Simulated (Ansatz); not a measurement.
The system is FeO.

```
CELL_PARAMETERS angstrom
0.00000 1.75247 5.03159
-3.03536 0.00000 0.00000
0.00000 -1.75247 2.51579
ATOMIC_POSITIONS crystal
Fe 0.00000 0.00000 0.00000
Fe 0.50000 0.50000 0.00000
O 0.50000 0.00000 0.50000
O 0.00000 0.50000 0.50000
```

The cell isn't the ideal one: another cell of the same crystal, with 4 atoms.

Below is the output of Ansatz 0.2.0 for this cell. Logs are shortened: lines on timing, memory, paths and dates and some standing lists are left out, and cuts for length are marked.

```text
Warning: RAYON_NUM_THREADS=2 ignored (pool sized by the plan → 2); use --threads N
Fe: projections on atomic orbitals take those of the free atom [Ne] 3s2 3p6 3d6 4s2, of charge +0.00 (hamiltonian.pseudopotentials.projection_atoms); the dataset's partial waves leave at most 1.1e-6 of an orbital's norm unspanned inside its sphere
O: projections on atomic orbitals take those of the free atom [He] 2s2 2p4, of charge +0.00 (hamiltonian.pseudopotentials.projection_atoms); the dataset's partial waves leave at most 1.9e-8 of an orbital's norm unspanned inside its sphere
Engine: ansatz 0.2.0, x86_64-unknown-linux-gnu
Pseudopotentials: kind: paw
Pseudopotential: Fe, paw, valence charge 16, recommended cutoff 420 eV (normal), Fe.paw.azcp
Pseudopotential: O, paw, valence charge 6, recommended cutoff 420 eV (normal), O.paw.azcp
Functional definition: PBE
  parameter kappa = 0.804
  parameter beta = 0.06672455060314922
  exchange = pbe_x(kappa = kappa, mu = beta*pi^2/3)
  correlation = pbe_c(beta = beta)
Crystal: 4 atoms, lattice volume = 40.147 Å³
Basis set: ecut = 420 eV, 787 PW (Γ), exchange–correlation on 72×48×48 points (8 copies of the dense FFT grid, shifted against one another)
Bands: 30, of which v1, the nominal top of the filled ones, is band 22 counted from 1 (21 counted from 0)
Symmetry: 4 space group operations
Space group: P2/m (ITA 10), of the structure as read, at distance tolerance 3.4e-5 Å
Magnetic group: BNS 10.49 (UNI 56), of the structure as read, at distance tolerance 3.4e-5 Å
k-points: 84 of 240
Non-local potential: Fe, projectors of the file, l = 0: 3, l = 1: 2, l = 2: 3, l = 3: 1
Non-local potential: O, projectors of the file, l = 0: 2, l = 1: 2, l = 2: 1
PAW form: soft (Blöchl's): semilocal exchange-correlation on the pseudo side does not see the compensation charge
PAW one-centre angular grid: Fe, 590 points (default); XC on 64 Gauss nodes
PAW one-centre angular grid: O, 110 points (default); XC on 64 Gauss nodes
Initial density: superposition of atomic densities (chi_scale 0.1, normalization cell, long waves kept (reshape's long-wave potential 0.00 eV rms))
Starting moments: Σ|m| = 6 μB on 2 of 4 sites
Starting magnetic order: antiferromagnet; a translation exchanges its spin sublattices: spin-degenerate at every k-point
Initial wavefunctions: pseudopotential atomic-orbital guess
Functional: x = pbe(κ = 0.804, μ = 0.2195149727645171), c = pbe(β = 0.06672455060314922)
[... 133 lines left out ...]
Internal energy: -10091.625653 eV  (E = F + TS)
E sigma→0 (E₀):  -10091.625653 eV
Fermi energy:    14.374589 eV
--- Per-component energies (eV) ---
  E_band       = -559.517983
  E_kinetic    = 1030.601128
  E_local      = -5208.738022  (includes V_loc(G=0)·N_el)
  E_nonlocal   = 563.244076
  E_hartree    = 2126.133286
  E_xc         = -376.262819
  E_vxc        = -482.427332  (∫ρ·V_xc dr)
  E_hubbard    = 1.398293  (on-site DFT+U / exact-exchange correction)
  E_vhub       = -28.424362  (the Hubbard potential's part of the band-sum identity)
  E_paw        = -3061.102125  (= ΣΔE_a)
  E_vpaw       = -686.045625  (= ΣTr[D̂ρ^β])
  E_aug_tail   = 0.006684  (compensation charges beyond the density's cutoff)
  E_ewald      = -5166.906153
  E_smearing   = -0.000000  (= −TS)
  E_closure    = -0.000000  (closes the sum)
  Σ components = -10091.625653   (vs F -10091.625653, Δ=0.00e0)
--- Forces (eV/Å), atoms counted from 1 ---
  atom   1  Fe     0.00000000     0.00000000     0.00000000
  atom   2  Fe     0.00000000     0.00000000     0.00000000
  atom   3  O      0.00000000     0.00000000     0.00000000
  atom   4  O      0.00000000     0.00000000     0.00000000
  max |Σ_I F_I| component: 0.00e0 eV/Å
--- Stress (GPa, compression-positive) ---
       14.602242       0.000135      -0.000180
        0.000142      15.364198      -2.015296
       -0.000175      -2.015234       9.982450
  P = ⅓ Tr σ = 13.3163 GPa (133.163 kbar)
--- Band table (eV; the first three rows and the last of 244) ---
  k-point 0 ↑: bands = ["-75.4122", "-71.1352", "-42.5736", "-40.9536", "-40.8281", "-37.6778", "-37.0995", "-37.0502", "-5.6509", "-4.5064", "7.4456", "7.5931", "7.9298", "8.5269", "9.0008", "9.3605", "10.0612", "10.1755", "11.2314", "11.2567", "11.3559", "11.3746", "15.0431", "16.4092", "16.7477", "16.9136", "17.9106", "20.5490", "23.7082", "25.9082"]
  k-point 1 ↑: bands = ["-75.4120", "-71.1349", "-42.5743", "-40.9565", "-40.8277", "-37.6788", "-37.1029", "-37.0499", "-5.4923", "-4.4996", "7.1645", "7.4154", "7.8532", "8.3991", "8.4938", "9.3508", "9.9714", "10.4815", "10.5293", "11.3689", "11.5430", "11.7946", "16.0102", "16.5594", "16.8640", "17.1380", "18.0851", "20.9630", "23.8243", "25.2833"]
  k-point 2 ↑: bands = ["-75.4115", "-71.1345", "-42.5760", "-40.9632", "-40.8269", "-37.6812", "-37.1111", "-37.0491", "-5.0841", "-4.4786", "6.5984", "6.9012", "7.2851", "7.6211", "8.2352", "9.2770", "9.7749", "10.0540", "10.7568", "11.8826", "12.2063", "12.5618", "16.7190", "17.0131", "17.6737", "17.8471", "18.5711", "21.2975", "23.4845", "25.0576"]
  k-point 121 ↓: bands = ["-75.4117", "-71.1346", "-42.5757", "-40.9559", "-40.8329", "-37.6808", "-37.1024", "-37.0565", "-4.8986", "-4.6923", "6.4845", "6.8705", "7.1692", "7.4295", "8.5911", "9.4092", "9.7633", "10.4861", "10.7337", "10.9820", "12.2792", "12.8896", "16.8637", "16.9515", "17.2435", "18.7062", "19.1857", "20.0809", "24.9895", "25.5669"]
Occupation matrices written to <dir>
```

**Question.** What input gives this log?

**Answer.** Single point with PBE+U, collinear spin, antiferromagnetic start. The files as run (others can give the same):

input.yaml
```yaml
crystal:
  lattice:
    - [0.0, 1.75246836, 5.03158916]
    - [-3.03536422, 0.0, 0.0]
    - [0.0, -1.75246835, 2.51579458]
  atoms:
    - { symbol: Fe, position: [0.0, 0.0, 0.0], spin: 3.0 }
    - { symbol: Fe, position: [0.5, 0.5, 0.0], spin: -3.0 }
    - { symbol: O, position: [0.5, 0.0, 0.5] }
    - { symbol: O, position: [0.0, 0.5, 0.5] }
hamiltonian:
  xc: pbe
  pseudopotentials: { kind: paw }
  hubbard: { sites: [{ species: Fe, l: d, u_eff: 5.0 }] }
magnetization:
  spin_polarized: true
kpoints:
  mp_grid: { grid: [5, 6, 8] }
scf:
  occupations: { method: gaussian, width: 0.05 }
output:
  forces: true
  stress: true
  eigenvalues: true
```

Potentials or basis: Ansatz PAW.
Run with:
```sh
$ ansatz run input.yaml --threads 2 --pin off --max-ram 5632MiB --backend cpu --events-out ev --progress --plain --runs-dir out
```

Caveat: the magnetic or orbital state may not be the lowest; odd divisions of the mesh miss points on the zone boundary, where band edges often lie, so the gap on the mesh can be too wide; the pressure holds a Pulay correction of +0.7 GPa for the finite cutoff.
